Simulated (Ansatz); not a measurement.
Set up this calculation in Ansatz 0.2.0, as the native input.

| Property | Result |
| --- | --- |
| Task | atomic charges |
| Functional | revPBE |
| Potentials or basis | Ansatz PAW |
| Cutoff | 420 eV (not typed: the program's choice for these potentials) |
| k mesh | 10 × 10 × 10 |
| Occupations | fermi-dirac, width 0.025 eV |
| Spin | no spin polarisation |
| Hubbard terms | Mo d U = 6.2 eV |
| Double counting | fll |
| Hubbard projectors | ortho-atomic (the default) |

The system is MoS2.

```
Mo S
1.0
     1.58000    0.91221    6.15000
    -1.58000    0.91221    6.15000
     0.00000   -1.82443    6.15000
Mo S
1 2
Direct
  0.00000 0.00000 0.00000
  0.41700 0.41700 0.41700
  0.25000 0.25000 0.25000
```

Measurements of this composition are mostly on another form, of space group No. 194.

The input as run:

input.yaml

```yaml
crystal:
  lattice: { a: 3.16, b: 3.16, c: 18.45, alpha: 90.0, beta: 90.0, gamma: 120.0 }
  space_group: 160
  reduce_to_primitive: true
  atoms:
    - { symbol: Mo, wyckoff: "3a", position: [0.0, 0.0, 0.0] }
    - { symbol: S, wyckoff: "3a", position: [0.3333333333, 0.6666666667, 0.0836666667] }
    - { symbol: S, wyckoff: "3a", position: [0.0, 0.0, 0.25] }
hamiltonian:
  xc: revpbe
  pseudopotentials: { kind: paw, core: large }
  hubbard: { sites: [{ species: Mo, l: d, u_eff: 6.2 }], double_counting: fll }
kpoints:
  mp_grid: { grid: [10, 10, 10] }
scf:
  occupations: { method: fermi_dirac, width: 0.025 }
output:
  forces: true
  stress: true
  eigenvalues: true
  bader: true
  populations: intrinsic
  write_density: true
  write_potential: true
  elf: true
  volumetric_format: npy
```

Potentials or basis: Ansatz PAW.

Command:

```bash
$ ansatz run input.yaml --threads 2 --pin off --max-ram 5120MiB --backend cpu --events-out ev --progress --plain --runs-dir out
```

It gave:

```json
{
 "Pressure": "7.6 GPa",
 "Largest force": "0.546 eV/Å",
 "Band gap on the k mesh": "0.89 eV, indirect (least direct gap 1.50 eV)",
 "Bader charges": "Mo +1.25; S -0.62 e"
}
```

Caveat: the PAW data sets come from PBE, with cores solved anew for the run's functional, which leaves a small shift of forces and pressure.

Run time: 30 s on 2 threads of Intel(R) Xeon(R) Platinum 8488C (Sapphire Rapids), on a shared host, peak memory 0.53 GiB.
